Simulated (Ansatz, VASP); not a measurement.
**BN in VASP and in Ansatz**

```xyz
4
Lattice="2.5240 0.0000 0.0000 -1.2620 2.1858 0.0000 0.0000 0.0000 6.9220" Properties=species:S:1:pos:R:3 pbc="T T T"
B     0.0000    1.4572    1.7305
B     1.2620    0.7286    5.1915
N     0.0000    1.4572    5.1915
N     1.2620    0.7286    1.7305
```

Alike in both runs: task single point; functional PBEsol; k mesh 12 × 12 × 4; occupations gaussian, width 0.05 eV; no spin polarisation.

|  | VASP | Ansatz |
| --- | --- | --- |
| version | VASP 6.6.1 | Ansatz 0.2.0 |
| potentials or method | VASP PAW PBE potentials, release 64 (B, N) | scalar-relativistic, plane waves, PAW |
| plane-wave cutoff (eV) | 520 | 520 |
| valence electrons in the cell | 16 | 16 |

|  | VASP | Ansatz | Ansatz less VASP |
| --- | --- | --- | --- |
| gap on the k mesh at the Fermi level (eV) | 4.20 | 4.20 | +0.007 |
| least direct gap on the mesh (eV) | 4.53 | 4.54 | +0.003 |
| pressure (GPa) | -4.9 | -5.3 | -0.42 |
| largest component of the traceless stress (GPa) | 4.91 | 5.47 | +0.560 |

Ansatz warned: «pseudo_functional_mismatch».

Caveats: the PAW data sets were made with another functional, which shifts forces and pressure a little (VASP); this functional lacks dispersion, which binds the layers, so the pressure and a relaxed spacing across them are unreliable. A k mesh can miss the band edges.
